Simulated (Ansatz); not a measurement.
**CdS: levels along high-symmetry lines**

```
CELL_PARAMETERS angstrom
4.98494 0.00000 0.00000
0.00000 4.98494 0.00000
0.00000 0.00000 3.87177
ATOMIC_POSITIONS crystal
Cd 0.00000 0.50000 0.13689
Cd 0.50000 0.00000 0.86311
S 0.00000 0.00000 0.00000
S 0.50000 0.50000 0.00000
```

Atom numbers follow the list: Cd1, Cd2, S3, S4.

The structure comes from a relaxation in the same program, started in the PbO type, and has space group P4/nmm. Whether it is a known phase or the ground state wasn't checked.

Computed with DFT, LDA, all-electron LAPW, scalar-relativistic in Ansatz 0.2.0.

Numerical set-up: a Γ-centred 10×10×8 k mesh, Fermi–Dirac smearing of 0.08 eV, basis error target 1 meV/atom, no spin polarisation.

Points in fractions of the reciprocal vectors of this cell: Γ (0, 0, 0), X (0, 0.5, 0), M (0.5, 0.5, 0), Z (0, 0, 0.5), R (0, 0.5, 0.5), A (0.5, 0.5, 0.5). The path joins them by straight lines in the order Γ–X–M–Γ–Z–R–A–Z–X; legs that retrace an earlier one aren't tabulated. Energies are in eV from the Fermi level.

(1) Metal or insulator at this level of theory?

(2) Tabulate bands 32 to 37, counted from the lowest band of the run, along the path.

Answers

(1) No gap opens: metallic or semimetallic.

(2) 
| k (1/Å) | point | band 32 | band 33 | band 34 | band 35 | band 36 | band 37 |
| --- | --- | --- | --- | --- | --- | --- | --- |
| 0.00 | Γ | -1.84 | -1.84 | -0.60 | -0.41 | -0.33 | 4.51 |
| 0.09 |  | -2.05 | -1.87 | -0.51 | -0.34 | -0.14 | 4.56 |
| 0.18 |  | -1.97 | -1.87 | -0.37 | -0.21 | 0.41 | 4.73 |
| 0.27 |  | -2.13 | -1.67 | -0.44 | 0.28 | 1.01 | 5.02 |
| 0.36 |  | -2.34 | -1.48 | -0.53 | 0.94 | 1.61 | 5.41 |
| 0.45 |  | -2.59 | -1.30 | -0.64 | 1.68 | 2.14 | 5.24 |
| 0.54 |  | -2.86 | -1.12 | -0.79 | 2.37 | 2.57 | 4.87 |
| 0.63 | X | -3.15 | -0.95 | -0.95 | 2.72 | 2.72 | 4.89 |
| 0.72 |  | -2.82 | -0.94 | -0.94 | 2.75 | 2.75 | 4.91 |
| 0.81 |  | -2.24 | -0.91 | -0.91 | 2.82 | 2.82 | 4.95 |
| 0.90 |  | -1.66 | -0.84 | -0.84 | 2.93 | 2.93 | 4.97 |
| 0.99 |  | -1.21 | -0.67 | -0.67 | 3.08 | 3.08 | 4.86 |
| 1.08 |  | -1.03 | -0.33 | -0.33 | 3.27 | 3.27 | 4.54 |
| 1.17 |  | -0.97 | -0.03 | -0.03 | 3.50 | 3.50 | 4.15 |
| 1.26 | M | -0.95 | 0.09 | 0.09 | 3.77 | 3.77 | 3.82 |
| 1.39 |  | -0.96 | -0.26 | 0.01 | 3.17 | 3.60 | 4.17 |
| 1.52 |  | -1.05 | -1.01 | -0.16 | 2.58 | 2.98 | 4.92 |
| 1.64 |  | -1.31 | -1.15 | -0.31 | 1.99 | 2.02 | 5.33 |
| 1.77 |  | -1.51 | -1.38 | -0.37 | 1.01 | 1.39 | 5.20 |
| 1.90 |  | -1.74 | -1.61 | -0.36 | 0.15 | 0.74 | 4.88 |
| 2.02 |  | -1.99 | -1.78 | -0.41 | -0.34 | 0.03 | 4.61 |
| 2.15 | Γ | -1.84 | -1.84 | -0.60 | -0.41 | -0.33 | 4.51 |
| 2.27 |  | -1.83 | -1.83 | -0.77 | -0.41 | -0.13 | 4.60 |
| 2.38 |  | -1.80 | -1.80 | -0.81 | -0.63 | 0.24 | 4.80 |
| 2.50 |  | -1.75 | -1.75 | -0.93 | -0.68 | 0.59 | 4.90 |
| 2.62 |  | -1.71 | -1.71 | -1.23 | -0.43 | 0.93 | 4.69 |
| 2.73 |  | -1.66 | -1.66 | -1.47 | -0.11 | 1.26 | 4.04 |
| 2.85 |  | -1.64 | -1.63 | -1.63 | 0.20 | 1.50 | 3.44 |
| 2.96 | Z | -1.69 | -1.62 | -1.62 | 0.35 | 1.59 | 3.22 |
| 3.05 |  | -1.88 | -1.65 | -1.57 | 0.47 | 1.76 | 3.03 |
| 3.14 |  | -2.21 | -1.74 | -1.59 | 0.83 | 2.08 | 2.82 |
| 3.23 |  | -2.56 | -1.89 | -1.69 | 1.39 | 2.07 | 3.20 |
| 3.32 |  | -2.89 | -2.08 | -1.88 | 1.92 | 2.08 | 3.06 |
| 3.41 |  | -3.17 | -2.30 | -2.13 | 1.87 | 2.55 | 3.07 |
| 3.50 |  | -3.06 | -2.55 | -2.43 | 1.94 | 2.34 | 3.84 |
| 3.59 | R | -2.80 | -2.75 | -2.75 | 2.10 | 2.10 | 4.60 |
| 3.68 |  | -2.99 | -2.30 | -2.30 | 2.00 | 2.00 | 4.62 |
| 3.77 |  | -2.99 | -1.73 | -1.73 | 1.75 | 1.75 | 4.72 |
| 3.86 |  | -2.91 | -1.16 | -1.16 | 1.40 | 1.40 | 4.93 |
| 3.95 |  | -2.80 | -0.63 | -0.63 | 1.04 | 1.04 | 5.24 |
| 4.04 |  | -2.68 | -0.20 | -0.20 | 0.73 | 0.73 | 5.52 |
| 4.13 |  | -2.59 | 0.08 | 0.08 | 0.52 | 0.52 | 5.53 |
| 4.22 | A | -2.55 | 0.18 | 0.18 | 0.44 | 0.44 | 5.49 |
| 4.35 |  | -2.53 | -0.11 | 0.10 | 0.51 | 0.67 | 5.31 |
| 4.48 |  | -2.47 | -0.80 | -0.13 | 0.71 | 1.23 | 4.59 |
| 4.61 |  | -2.38 | -1.63 | -0.44 | 1.05 | 1.95 | 3.34 |
| 4.73 |  | -2.46 | -2.25 | -0.78 | 1.50 | 2.18 | 2.71 |
| 4.86 |  | -2.68 | -2.08 | -1.11 | 1.25 | 1.99 | 2.90 |
| 4.99 |  | -1.96 | -1.89 | -1.40 | 0.59 | 1.89 | 2.89 |
| 5.11 | Z | -1.69 | -1.62 | -1.62 | 0.35 | 1.59 | 3.22 |
| 5.26 |  | -1.87 | -1.67 | -1.54 | 0.33 | 1.67 | 3.23 |
| 5.41 |  | -2.19 | -1.79 | -1.45 | 0.37 | 1.84 | 3.42 |
| 5.56 |  | -2.52 | -1.98 | -1.32 | 0.62 | 2.04 | 3.84 |
| 5.70 |  | -2.38 | -2.24 | -1.17 | 1.10 | 2.23 | 4.42 |
| 5.85 |  | -2.54 | -1.79 | -1.01 | 1.73 | 2.41 | 4.89 |
| 6.00 |  | -2.85 | -1.25 | -0.90 | 2.37 | 2.62 | 4.89 |
| 6.14 | X | -3.15 | -0.95 | -0.95 | 2.72 | 2.72 | 4.89 |
